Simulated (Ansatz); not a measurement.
# Rh: further runs on the relaxed cell, part 2 of 2

Aim: for Rh, see whether it has a gap, which orbitals make up the states near it and how charge is shared and measure the bulk modulus from energies at several volumes.

Ansatz 0.2.0; DFT PBE, scalar-relativistic, plane waves, PAW. Earlier steps stand in the parts before.

**4. Volume × 1.03**

The COD entry's cell or inner coordinates are ideal or old and differ from later refinements, so a difference from it is no clean test against experiment.

Contents of input.yaml:

```yaml
crystal:
  lattice:
    - [0.0, 1.9339505492, 1.9339505492]
    - [1.9339505492, 0.0, 1.9339505492]
    - [1.9339505492, 1.9339505492, 0.0]
  atoms:
    - { symbol: Rh, position: [0.0, 0.0, 0.0] }
basis:
  ecutwfc: 420
kpoints:
  mp_grid: { grid: [18, 18, 18] }
hamiltonian:
  xc: pbe
scf:
  occupations: { method: gaussian, width: 0.1 }
output:
  forces: true
  stress: true
  eigenvalues: true
```

Command:

```console
$ ansatz run input.yaml --threads 1 --pin off --max-ram 2560MiB --backend cpu --events-out ev --progress --plain --runs-dir out
```

Log, shortened:

```text
Warning: RAYON_NUM_THREADS=1 ignored (pool sized by the plan → 1); use --threads N
[...]
Pseudopotentials: kind: paw
Pseudopotential: Rh, paw, valence charge 17, recommended cutoff 420 eV (normal), Rh.paw.azcp
Functional definition: PBE
[...]
Crystal: 1 atoms, lattice volume = 14.467 Å³
Basis set: ecut = 420 eV, 283 PW (Γ), exchange–correlation on 40×40×40 points (8 copies of the dense FFT grid, shifted against one another)
Bands: 13, of which v1, the nominal top of the filled ones, is band 9 counted from 1 (8 counted from 0)
Symmetry: 48 space group operations
Space group: Fm-3m (ITA 225), of the structure as read, at distance tolerance 2.4e-5 Å
k-points: 195 of 5832
[...]
SCF iter   1: F=—  HF=-6402.882590 eV  |F-HF|=—  |Δ(HF+E_count)|=         —  Δρ=2.58e-3  dr2=1.67e-4  ethr=1.77e-3  ⟨swp⟩=4.9  Hψ=13995  notcnv=0
[...]
SCF iter   6: F=-6402.882598 eV  HF=-6402.882598 eV  |F-HF|=2.49e-10  |Δ(HF+E_count)|=   3.52e-9  Δρ=2.07e-6  dr2=4.27e-10  ethr=9.28e-11  ⟨swp⟩=2.6  Hψ=8468  notcnv=0
[...]
SCF converged after 6 iterations
Free energy (F): -6402.882598 eV
[...]
E sigma→0 (E₀):  -6402.878827 eV
Entropy (-TS):   -0.007542 eV (-7.542 meV/atom)
Fermi energy:    20.969306 eV
[...]
--- Forces (eV/Å), atoms counted from 1 ---
  atom   1  Rh     0.00000000     0.00000000     0.00000000
[...]
--- Stress (GPa, compression-positive) ---
       -7.051004      -0.000000       0.000000
        0.000000      -7.051004      -0.000000
        0.000000      -0.000000      -7.051004
  P = ⅓ Tr σ = -7.0510 GPa (-70.510 kbar)
--- Band table (eV; the first three rows and the last of 195) ---
  k-point 0: bands = ["-57.7694", "-25.2976", "-25.2976", "-25.2976", "13.3731", "18.1172", "18.1172", "18.1172", "20.0408", "20.0408", "36.8071", "41.8752", "41.8752"]
[...]
```

Run time: 1.9 s. Hardware: 1 thread of Arm Neoverse V2, shared host; peak memory 0.29 GiB.

**5. Point at V/V0 = 0.94**

Contents of input.yaml:

```yaml
crystal:
  lattice:
    - [0.0, 1.8758966508, 1.8758966508]
    - [1.8758966508, 0.0, 1.8758966508]
    - [1.8758966508, 1.8758966508, 0.0]
  atoms:
    - { symbol: Rh, position: [0.0, 0.0, 0.0] }
basis:
  ecutwfc: 420
kpoints:
  mp_grid: { grid: [18, 18, 18] }
hamiltonian:
  xc: pbe
scf:
  occupations: { method: gaussian, width: 0.1 }
output:
  forces: true
  stress: true
  eigenvalues: true
  write_density: true
  write_potential: true
  elf: true
  volumetric_format: npy
```

Command:

```console
$ ansatz run input.yaml --threads 1 --pin off --max-ram 2560MiB --backend cpu --events-out ev --progress --plain --runs-dir out
```

Log, shortened:

```text
Warning: RAYON_NUM_THREADS=1 ignored (pool sized by the plan → 1); use --threads N
[...]
[... 3 set-up lines as earlier in the session ...]
[...]
Crystal: 1 atoms, lattice volume = 13.203 Å³
Basis set: ecut = 420 eV, 259 PW (Γ), exchange–correlation on 36×36×36 points (8 copies of the dense FFT grid, shifted against one another)
Bands: 13, of which v1, the nominal top of the filled ones, is band 9 counted from 1 (8 counted from 0)
[... 2 set-up lines as earlier in the session ...]
k-points: 195 of 5832
[...]
SCF iter   1: F=—  HF=-6402.845824 eV  |F-HF|=—  |Δ(HF+E_count)|=         —  Δρ=2.99e-3  dr2=3.33e-4  ethr=1.77e-3  ⟨swp⟩=5.0  Hψ=14035  notcnv=0
[...]
SCF iter   6: F=-6402.846105 eV  HF=-6402.846105 eV  |F-HF|=8.00e-11  |Δ(HF+E_count)|=  9.37e-11  Δρ=1.81e-6  dr2=1.67e-10  ethr=1.34e-11  ⟨swp⟩=4.9  Hψ=13402  notcnv=0
[...]
SCF converged after 6 iterations
Free energy (F): -6402.846105 eV
[...]
E sigma→0 (E₀):  -6402.842898 eV
Entropy (-TS):   -0.006413 eV (-6.413 meV/atom)
Fermi energy:    23.589990 eV
[...]
--- Forces (eV/Å), atoms counted from 1 ---
  atom   1  Rh    -0.00000000     0.00000000    -0.00000000
[...]
--- Stress (GPa, compression-positive) ---
       18.671035       0.000000       0.000000
        0.000000      18.671035       0.000000
        0.000000       0.000000      18.671035
  P = ⅓ Tr σ = 18.6710 GPa (186.710 kbar)
--- Band table (eV; the first three rows and the last of 195) ---
  k-point 0: bands = ["-55.4306", "-22.8425", "-22.8425", "-22.8425", "15.3186", "20.2990", "20.2990", "20.2990", "22.5228", "22.5228", "39.3342", "44.8855", "44.8855"]
[...]
```

Run time: 2.5 s. Hardware: 1 thread of Arm Neoverse V2, shared host; peak memory 0.29 GiB.

Axes a, b and c in the maps are those of this run's conventional cell (a, b, c = 3.752, 3.752, 3.752 Å).

Density in a lattice plane of the grid's cell (edges 3.75 and 3.75 Å, at 0.000 of the third edge), which holds Rh.

Ten even steps from ' ' (0.17 e/Å³) to '@' (15.12 e/Å³):
```
%%%%**==::..                          ..::==**%%
**++==--..                              ..--==++
----::..                                  ..::--
......                                      ....
                                                
                    ..........                  
                  ..::------::..                
                ..--==++**++==--..              
              ..::==**%%%%%%**==::..            
              ..--++##@@@@@@##++--..            
              ..::==**%%%%%%**==::..            
                ..--==++**++==--..              
                  ..::------::..                
                    ..........                  
                                                
......                                      ....
----::..                                  ..::--
**++==--..                              ..--==++
%%%%**==::..                          ..::==**%%
@@@@##++--..                          ..--++##@@
```
Columns run along the first of these edges and rows up along the second, over one cell in 24 and 20 even steps from the bottom left corner. Atoms in the plane (fractional): Rh at (0.00, 0.00), Rh at (0.50, 0.50).

ELF in the same plane.

Ten even steps from '0' (0.19) to '9' (0.77):
```
999975200000000000257999
999753100000000000135799
887531000000000000013578
654310111000000011111345
221101110112221101110112
000011101345654311111000
000000013578887531000000
000000135799999753100000
000000257999999975200000
000000257999999975200000
000000257999999975200000
000000135799999753100000
000000013578887531000000
000011111345654310111000
221101110112221101110112
654311111000000011101345
887531000000000000013578
999753100000000000135799
999975200000000000257999
999975200000000000257999
```
Columns run along the first of these edges and rows up along the second, over one cell in 24 and 20 even steps from the bottom left corner. Atoms in the plane (fractional): Rh at (0.00, 0.00), Rh at (0.50, 0.50).

Both are smooth fields of the valence electrons: close to the nuclei they are not physical.

**6. The cell scaled to 1.06 of its volume**

Changes to input.yaml since step 5:

```diff
@@ -2,5 +2,5 @@
   lattice:
-    - [0.0, 1.8758966508, 1.8758966508]
-    - [1.8758966508, 0.0, 1.8758966508]
-    - [1.8758966508, 1.8758966508, 0.0]
+    - [0.0, 1.9525473684, 1.9525473684]
+    - [1.9525473684, 0.0, 1.9525473684]
+    - [1.9525473684, 1.9525473684, 0.0]
   atoms:
```

Command:

```console
$ ansatz run input.yaml --threads 1 --pin off --max-ram 2560MiB --backend cpu --events-out ev --progress --plain --runs-dir out
```

Log, shortened:

```text
Warning: RAYON_NUM_THREADS=1 ignored (pool sized by the plan → 1); use --threads N
[...]
[... 3 set-up lines as earlier in the session ...]
[...]
Crystal: 1 atoms, lattice volume = 14.888 Å³
Basis set: ecut = 420 eV, 283 PW (Γ), exchange–correlation on 40×40×40 points (8 copies of the dense FFT grid, shifted against one another)
Bands: 13, of which v1, the nominal top of the filled ones, is band 9 counted from 1 (8 counted from 0)
[... 1 set-up line as earlier in the session ...]
Space group: Fm-3m (ITA 225), of the structure as read, at distance tolerance 2.5e-5 Å
k-points: 195 of 5832
[...]
SCF iter   1: F=—  HF=-6402.856168 eV  |F-HF|=—  |Δ(HF+E_count)|=         —  Δρ=2.65e-3  dr2=1.47e-4  ethr=1.77e-3  ⟨swp⟩=4.9  Hψ=13923  notcnv=0
[...]
SCF iter   6: F=-6402.856138 eV  HF=-6402.856138 eV  |F-HF|=1.50e-8  |Δ(HF+E_count)|=   3.38e-8  Δρ=1.45e-5  dr2=2.39e-8  ethr=5.88e-10  ⟨swp⟩=7.0  Hψ=11809  notcnv=0
[...]
SCF converged after 6 iterations
Free energy (F): -6402.856138 eV
[...]
E sigma→0 (E₀):  -6402.852173 eV
Entropy (-TS):   -0.007931 eV (-7.931 meV/atom)
Fermi energy:    20.195623 eV
[...]
--- Forces (eV/Å), atoms counted from 1 ---
  atom   1  Rh    -0.00000000     0.00000000     0.00000000
[...]
--- Stress (GPa, compression-positive) ---
      -12.886695      -0.000000       0.000000
       -0.000000     -12.886695      -0.000000
       -0.000000       0.000000     -12.886695
  P = ⅓ Tr σ = -12.8867 GPa (-128.867 kbar)
--- Band table (eV; the first three rows and the last of 195) ---
  k-point 0: bands = ["-58.4620", "-26.0203", "-26.0203", "-26.0203", "12.8060", "17.4695", "17.4695", "17.4695", "19.3069", "19.3069", "36.0446", "40.9647", "40.9647"]
[...]
```

It took 2.6 s on 1 thread of Arm Neoverse V2, shared host; peak memory 0.29 GiB.

The maps below are laid out on this run's own conventional cell (a, b, c = 3.905, 3.905, 3.905 Å).

Density in a lattice plane of the grid's cell (edges 3.91 and 3.91 Å, at 0.000 of the third edge), which holds Rh.

Ten even steps from '0' (0.14 e/Å³) to '9' (15.12 e/Å³):
```
886421000000000000012468
654210000000000000001245
332100000000000000000123
110000000000000000000001
000000000000000000000000
000000000001110000000000
000000000123332100000000
000000001245654210000000
000000012468886421000000
000000012479997421000000
000000012468886421000000
000000001245654210000000
000000000123332100000000
000000000001110000000000
000000000000000000000000
110000000000000000000001
332100000000000000000123
654210000000000000001245
886421000000000000012468
997421000000000000012479
```
Columns run along the first of these edges and rows up along the second, over one cell in 24 and 20 even steps from the bottom left corner. Atoms in the plane (fractional): Rh at (0.00, 0.00), Rh at (0.50, 0.50).

ELF in the same plane.

Ten even steps from ' ' (0.17) to '@' (0.77):
```
@@@@@@%%##==..                      ..==##%%@@@@
@@@@%%##++--..                      ..--++##%%@@
%%%%##++--..                          ..--++##%%
++++==::..........              ..........::==++
::......  ......  ......::......  ......  ......
        ..........::==++++++==::..........      
              ..--++##%%%%%%##++--..            
            ..--++##%%@@@@@@%%##++--..          
            ..==##%%@@@@@@@@@@%%##==..          
            ::++##@@@@@@@@@@@@@@##++::          
            ..==##%%@@@@@@@@@@%%##==..          
            ..--++##%%@@@@@@%%##++--..          
              ..--++##%%%%%%##++--..            
        ..........::==++++++==::..........      
::......  ......  ......::......  ......  ......
++++==::..........              ..........::==++
%%%%##++--..                          ..--++##%%
@@@@%%##++--..                      ..--++##%%@@
@@@@@@%%##==..                      ..==##%%@@@@
@@@@@@@@##++::                      ::++##@@@@@@
```
Columns run along the first of these edges and rows up along the second, over one cell in 24 and 20 even steps from the bottom left corner. Atoms in the plane (fractional): Rh at (0.00, 0.00), Rh at (0.50, 0.50).

Both are smooth fields of the valence electrons: close to the nuclei they are not physical.

**7. Equation of state**

| volume (Å³/atom) | energy above the lowest point (meV/atom) | pressure (GPa) | gap on the mesh (eV) |
| --- | --- | --- | --- |
| 13.203 | 45.7 | 18.67 | 0.00 |
| 13.624 | 10.6 | 8.47 | 0.00 |
| 14.045 | 0.0 | -0.01 | 0.00 |
| 14.467 | 9.8 | -7.05 | 0.00 |
| 14.888 | 36.4 | -12.89 | 0.00 |

**8. What came out**

This closing draws on all 2 parts.

```
                     quantity                 value
                          gap          none (metal)
    states at the Fermi level  1.34 per eV per cell
                Bader charges            Rh +0.00 e
equilibrium volume of the fit         14.04 Å³/atom
                 bulk modulus               258 GPa
      its pressure derivative                   5.2
```

**Reading.** Bands cross the Fermi level: a metal at this level of theory. Of the projected weight within 0.25 eV of the Fermi level, the largest part is Rh 4d (97 %). The fit puts the minimum at 14.04 Å³/atom with B = 258 GPa and B' = 5.2. Against the measured bulk modulus of Rh, 264 GPa (quoted in “Thermal equation of state of rhodium characterized by XRD in a resistively heated diamond anvil cell”, 2024, pmc:11535440), the calculated 258 GPa is off by -2.4 %. The calculation is for zero temperature.
